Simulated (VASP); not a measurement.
# Au in VASP: single point with PBE

Aim: the single point of Au with PBE.

Program: VASP 6.6.1. These are calculated values, not measurements. Logs are shortened: lines on timing, memory, paths and dates and some standing lists are left out, and cuts for length are marked.

### 1 The structure

The cell holds a sheet with vacuum, 1 atom: a = 2.662 Å, b = 2.662 Å, c = 23.800 Å, α = 90.00°, β = 90.00°, γ = 90.00°.

The cell was built by a generator and needn't be a form met in nature.

### 2 Single point, PBE

INCAR

```
SYSTEM = Au
PREC = Accurate ; ENCUT = 600
EDIFF = 1E-6 ; ISMEAR = -1
SIGMA = 0.05 ; LREAL = .FALSE.
LASPH = .TRUE. ; NELM = 60
ALGO = Normal ; ISIF = 2
LWAVE = .FALSE. ; LCHARG = .FALSE.
LDIPOL = .TRUE. ; IDIPOL = 3
DIPOL = 0.5 0.5 0.294 ; GGA = PE
```

KPOINTS

```
Automatic mesh
0
G
  10 10 1
  0 0 0
```

POSCAR

```
Au
1.0
    2.6622700000      0.0000000000      0.0000000000
    0.0000000000      2.6617000000      0.0000000000
    0.0000000000      0.0000000000     23.8000000000
Au
1
Direct
    0.0000000000      0.5000000000      0.2941200000
```

Potentials or basis: VASP PAW PBE potentials, release 54 (Au).

Run with:

```sh
$ cat potpaw_PBE.54/Au/POTCAR > POTCAR
$ mpirun -np 1 vasp_std > vasp.out
```

OUTCAR:

```text
SYSTEM = Au
   PREC = Accurate
   ENCUT = 600
   EDIFF = 1E-6
   ISMEAR = -1
   LREAL = .FALSE.
   LASPH = .TRUE.
   NELM = 60
   ISIF = 2
   GGA = PE

 ion  position               nearest neighbor table
   1  0.000  0.500  0.294-

  LATTYP: Found a simple orthorhombic cell.
 ALAT       =     2.6617000000
 B/A-ratio  =     1.0002141489
 C/A-ratio  =     8.9416538303

  Lattice vectors:

 A1 = (   0.0000000000,  -2.6617000000,   0.0000000000)
 A2 = (   2.6622700000,   0.0000000000,   0.0000000000)
 A3 = (   0.0000000000,   0.0000000000,  23.8000000000)

Analysis of symmetry for initial positions (statically):
=====================================================================
 Subroutine PRICEL returns:
 Original cell was already a primitive cell.

 Routine SETGRP: Setting up the symmetry group for a
 simple orthorhombic supercell.

 Subroutine GETGRP returns: Found  8 space group operations
 (whereof  4 operations were pure point group operations)
 out of a pool of  8 trial point group operations.

The static configuration has the point symmetry C_2v.
 The point group associated with its full space group is D_2h.

Analysis of symmetry for dynamics (positions and initial velocities):
=====================================================================
 Subroutine PRICEL returns:
 Original cell was already a primitive cell.

 Routine SETGRP: Setting up the symmetry group for a
 simple orthorhombic supercell.

 Subroutine GETGRP returns: Found  8 space group operations
 (whereof  4 operations were pure point group operations)
 out of a pool of  8 trial point group operations.

The dynamic configuration has the point symmetry C_2v.
 The point group associated with its full space group is D_2h.

 Subroutine INISYM returns: Found  8 space group operations
 (whereof  4 operations are pure point group operations),
 and found     1 'primitive' translations

----------------------------------------------------------------------------------------

                                     Primitive cell

  volume of cell :     168.6507

  direct lattice vectors                    reciprocal lattice vectors
     2.662270000  0.000000000  0.000000000     0.375619302  0.000000000  0.000000000
     0.000000000  2.661700000  0.000000000     0.000000000  0.375699741  0.000000000
     0.000000000  0.000000000 23.800000000     0.000000000  0.000000000  0.042016807

  length of vectors
     2.662270000  2.661700000 23.800000000     0.375619302  0.375699741  0.042016807

  position of ions in fractional coordinates (direct lattice)
     0.000000000  0.500000000  0.294120000

  ion indices of the primitive-cell ions
   primitive index   ion index
                 1           1

----------------------------------------------------------------------------------------

 KPOINTS: Automatic mesh

Automatic generation of k-mesh.
 Grid dimensions read from file:
 generate k-points for:   10   10    1

 Generating k-lattice:

  Cartesian coordinates                     Fractional coordinates (reciprocal lattice)
     0.037561930  0.000000000  0.000000000     0.100000000  0.000000000  0.000000000
     0.000000000  0.037569974  0.000000000     0.000000000  0.100000000  0.000000000
     0.000000000  0.000000000  0.042016807     0.000000000  0.000000000  1.000000000

  Length of vectors
     0.037561930  0.037569974  0.042016807

  Shift w.r.t. Gamma in fractional coordinates (k-lattice)
     0.000000000  0.000000000  0.000000000

 Subroutine IBZKPT returns following result:
 ===========================================

 Found     36 irreducible k-points:

 Following reciprocal coordinates:
            Coordinates               Weight
  0.000000  0.000000  0.000000      1.000000
  0.100000  0.000000  0.000000      2.000000
  0.200000  0.000000  0.000000      2.000000
  0.300000  0.000000  0.000000      2.000000
  0.400000  0.000000  0.000000      2.000000
  0.500000  0.000000  0.000000      1.000000
[... 16 lines left out ...]
  0.400000  0.300000  0.000000      4.000000
  0.500000  0.300000  0.000000      2.000000
 [... further k-points ...]
   k-points           NKPTS =     36   k-points in BZ     NKDIM =     36   number of bands    NBANDS=      9
   number of dos      NEDOS =    301   number of ions     NIONS =      1
   total plane-waves  NPLWV = 110592
   dimension x,y,z NGX =    24 NGY =   24 NGZ =  192
   dimension x,y,z NGXF=    48 NGYF=   48 NGZF=  384
   ions per type =               1
   NGX,Y,Z   is equivalent  to a cutoff of  14.99, 14.99, 13.41 a.u.
   NGXF,Y,Z  is equivalent  to a cutoff of  29.97, 29.98, 26.82 a.u.
 SYSTEM =  Au
   PREC   = accura    normal or accurate (medium, high low for compatibility)
   ISTART =      0    job   : 0-new  1-cont  2-samecut
   ICHARG =      2    charge: 1-file 2-atom 10-const
   ISPIN  =      1    spin polarized calculation?
   LNONCOLLINEAR =      F non collinear calculations
   LSORBIT =      F    spin-orbit coupling
   LASPH  =      T    aspherical Exc in radial PAW
   ENCUT  =  600.0 eV  44.10 Ry    6.64 a.u.   5.32  5.32 47.53*2*pi/ulx,y,z
   NELM   =     60;   NELMIN=  2; NELMDL= -5     # of ELM steps
   EDIFF  = 0.1E-05   stopping-criterion for ELM
   LREAL  =      F    real-space projection
   EDIFFG = 0.1E-04   stopping-criterion for IOM
   NSW    =      0    number of steps for IOM
   IBRION =     -1    ionic relax: 0-MD 1-quasi-New 2-CG
   NFREE  =      0    steps in history (QN), initial steepest desc. (CG)
   ISIF   =      2    stress and relaxation
   ISYM   =      2    0-nonsym 1-usesym 2-fastsym
   POTIM  = 0.5000    time-step for ionic-motion
   TEBEG  =    0.0;   TEEND  =   0.0 temperature during run
   PSTRESS=    0.0 pullay stress
   NELECT =      11.0000    total number of electrons
   NUPDOWN=      -1.0000    fix difference up-down
   EMIN   =  10.00;   EMAX   =-10.00  energy-range for DOS
   EFERMI =   0.00;   METHOD = LEGACY
   ISMEAR =    -1;   SIGMA  =   0.05  broadening in eV -4-tet -1-fermi 0-gaus
   EFERMI_NEDOS =   21; number of points for ismear=-14 and -15
   IALGO  =     38    algorithm
   IMIX   =      4    mixing-type and parameters
     AMIX     =   0.40;   BMIX     =  1.00
     AMIX_MAG =   1.60;   BMIX_MAG =  1.00
  volume/ion in A,a.u.               =     168.65      1138.11
  Fermi-wavevector in a.u.,A,eV,Ry     =   0.658986  1.245303  5.908505  0.434263
  Thomas-Fermi vector in A             =   1.730980
   LORBIT       =      0    0 simple, 1 ext, 2 COOP (PROOUT), +10 PAW based schemes
   GGA     = PE    functional components
   LHFCALC =     F    Hartree Fock is set to
   AEXX    =    0.0000 exact exchange contribution
   IVDW    =     0    specifies the selected vdW correction
   LEPSILON=     F    determine dielectric tensor
   LRPA    =     F    only Hartree local field effects (RPA)
 non-spin polarized calculation
  energy-cutoff  :      600.00
  volume of cell :      168.65
 maximum number of plane-waves:      5679
 NGX is ok and might be reduce to    24
   NGX = 11   NGY = 11   NGZ = 95

 number of electron      10.9999999 magnetization

 dipolmoment           0.000000      0.000000     -0.000009 electrons x Angstroem

 Free energy of the ion-electron system (eV)
  ---------------------------------------------------
  ext. energy  EPLUGINS =         0.00000000
  ---------------------------------------------------
  free energy    TOTEN  =        -2.63523384 eV

  energy without entropy =       -2.62991372  energy(sigma->0) =       -2.63257378

 E-fermi :  -4.3172     XC(G=0):  -1.9560

 val. band max:       -4.3632985058   @ k =   0.4000   0.5000   0.0000
 cond. band min:      -4.0234003627   @ k =   0.4000   0.1000   0.0000
 fundamental gap:      0.3398981431
 Fermi energy:        -4.3172322181

 k-point     1 :       0.0000    0.0000    0.0000
  band No.  band energies     occupation
      1     -10.7223      2.00000
      2      -9.7365      2.00000
      3      -6.9248      2.00000
      4      -5.6107      2.00000
      5      -5.6093      2.00000
      6      -4.9881      2.00000
      7      -2.4262      0.00000
      8       1.1726      0.00000
      9       1.5690      0.00000

 k-point     2 :       0.1000    0.0000    0.0000
  band No.  band energies     occupation
      1     -10.4533      2.00000
      2      -9.5330      2.00000
      3      -6.8495      2.00000
      4      -5.9945      2.00000
      5      -5.5873      2.00000
      6      -5.1670      2.00000
      7      -1.9911      0.00000
      8       1.3775      0.00000
      9       1.8218      0.00000

 k-point     3 :       0.2000    0.0000    0.0000
  band No.  band energies     occupation
      1      -9.9907      2.00000
      2      -8.6379      2.00000
      3      -6.7579      2.00000
      4      -6.6370      2.00000
      5      -5.6078      2.00000
      6      -5.5293      2.00000
      7      -1.0061      0.00000
      8       1.9914      0.00000
      9       2.4053      0.00000

 k-point     4 :       0.3000    0.0000    0.0000
  band No.  band energies     occupation
      1      -9.6636      2.00000
      2      -7.4788      2.00000
      3      -6.9757      2.00000
      4      -6.2555      2.00000
      5      -6.1066      2.00000
      6      -5.4567      2.00000
      7       0.2480      0.00000
      8       3.0143      0.00000
      9       3.4531      0.00000
[... 205 lines left out ...]
 k-point    22 :       0.3000    0.3000    0.0000
  band No.  band energies     occupation
      1      -8.2796      2.00000
      2      -7.2880      2.00000
      3      -6.9286      2.00000
      4      -6.7369      2.00000
      5      -6.3439      2.00000
      6      -4.4167      1.75947
      7       2.6428      0.00000
      8       4.8637      0.00000
      9       5.3470      0.00000

 k-point    23 :       0.4000    0.3000    0.0000
  band No.  band energies     occupation
      1      -8.6659      2.00000
      2      -7.6037      2.00000
      3      -6.9514      2.00000
      4      -6.4007      2.00000
      5      -5.7969      2.00000
      6      -2.3802      0.00000
      7       3.7087      0.00000
      8       4.0826      0.00000
      9       6.3133      0.00000

 k-point    24 :       0.5000    0.3000    0.0000
  band No.  band energies     occupation
      1      -8.8119      2.00000
      2      -7.7573      2.00000
      3      -6.9136      2.00000
      4      -6.3583      2.00000
      5      -5.5881      2.00000
      6       0.3557      0.00000
      7       0.6563      0.00000
      8       5.2243      0.00000
      9       6.9327      0.00000

 [... further k-points ...]

------------------------ aborting loop because EDIFF is reached ----------------------------------------

 vacuum level on the upper side and lower side of the slab       (xc-potential included)        -0.243        -0.254

  FORCE on cell =-STRESS in cart. coord.  units (eV):
  Direction    XX          YY          ZZ          XY          YZ          ZX
  --------------------------------------------------------------------------------------
  -------------------------------------------------------------------------------------
  Total        0.0286934      0.0370360     -0.0035931      0.0000000      0.0000000      0.0000000
  in kB        0.2725869      0.3518414     -0.0341348      0.0000000      0.0000000      0.0000000
  external PRESSURE =       0.1967645 kB  Pullay stress =       0.0000000 kB

 VOLUME and BASIS-vectors are now :
 -----------------------------------------------------------------------------
  energy-cutoff  :      600.00
  volume of cell :      168.65
      direct lattice vectors                 reciprocal lattice vectors
     2.662270000  0.000000000  0.000000000     0.375619302  0.000000000  0.000000000
     0.000000000  2.661700000  0.000000000     0.000000000  0.375699741  0.000000000
     0.000000000  0.000000000 23.800000000     0.000000000  0.000000000  0.042016807

 POSITION                                       TOTAL-FORCE (eV/Angst)
 -----------------------------------------------------------------------------------
      0.00000      1.33085      7.00006         0.000000      0.000000      0.000000
 -----------------------------------------------------------------------------------
    total drift:                                0.000000      0.000000     -0.000095

  FREE ENERGIE OF THE ION-ELECTRON SYSTEM (eV)
  ---------------------------------------------------
  free  energy   TOTEN  =        -2.6352338352 eV

  energy  without entropy=       -2.6299137218  energy(sigma->0) =       -2.63257378

 vacuum level on the upper side and lower side of the slab         1.271         1.271
```

Wall time 81 s (1 thread of Intel Xeon Platinum 8259CL at 2.50GHz (Skylake/Cascade Lake), shared host); peak memory 0.35 GiB.

What came out:

* Free energy: -2.6352 eV
* Band gap on the k mesh: none (metal or under the smearing width)
